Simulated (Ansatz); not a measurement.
# Pt: the cost of one run

Computed with Ansatz 0.2.0 (DFT PBE, scalar-relativistic, plane waves, PAW, unless a step's input says otherwise).

The COD entry's cell or inner coordinates are ideal or old and differ from later refinements, so a difference from it is no clean test against experiment.

27 further runs of the same task are left out: 27 set aside as unsound or not needed.

## Step 1: Starting point

Symmetry: Fm-3m, No. 225, cubic system. Conventional cell: a = 3.970 Å, b = 3.970 Å, c = 3.970 Å, α = 90.00°, β = 90.00°, γ = 90.00°. Pt (site symmetry m-3m) is surrounded by 12 Pt at 2.81 Å.

Coordinates:

```xyz
1
Lattice="0.0000 1.9850 1.9850 1.9850 0.0000 1.9850 1.9850 1.9850 0.0000" Properties=species:S:1:pos:R:3 pbc="T T T"
Pt    0.0000    0.0000    0.0000
```

It is the result of an earlier relaxation at this level (volume 15.64 Å³/atom; gap on the mesh: none (metal)).

## Step 2: Plan of the line

The energy is mapped over volume and the cell's shape.

- volume per atom: 7 values from 13.77 to 17.52 Å³
- c/a of the conventional cell: 9 values from 0.629 to 1.167

Nothing else is relaxed (symmetry fixes all fractional coordinates). Energies count from the relaxed crystal. Points are written as (first, second).

## Step 3: Point (13.77 Å³, 0.680)

input.yaml reads:

```yaml
crystal:
  lattice:
    - [0.0, 2.1634306758, 1.4704838303]
    - [2.1634306758, 0.0, 1.4704838303]
    - [2.1634306758, 2.1634306758, 0.0]
  atoms:
    - { symbol: Pt, position: [0.0, 0.0, 0.0] }
basis:
  ecutwfc: 420
kpoints:
  mp_grid: { grid: [22, 22, 22] }
hamiltonian:
  xc: pbe
  pseudopotentials: { kind: paw, azcp: { folder: soft_1 } }
scf:
  occupations: { method: gaussian, width: 0.15 }
output:
  forces: true
  stress: true
  eigenvalues: true
```

The run is started by

```sh
> ansatz run input.yaml --threads 1 --pin off --max-ram 2048MiB --backend cpu --events-out ev --progress --plain --runs-dir out
```

Q: Estimate wall time and peak memory on 1 thread of Arm Neoverse N1, shared host.

About 17 s, with a peak of 0.4 GiB.
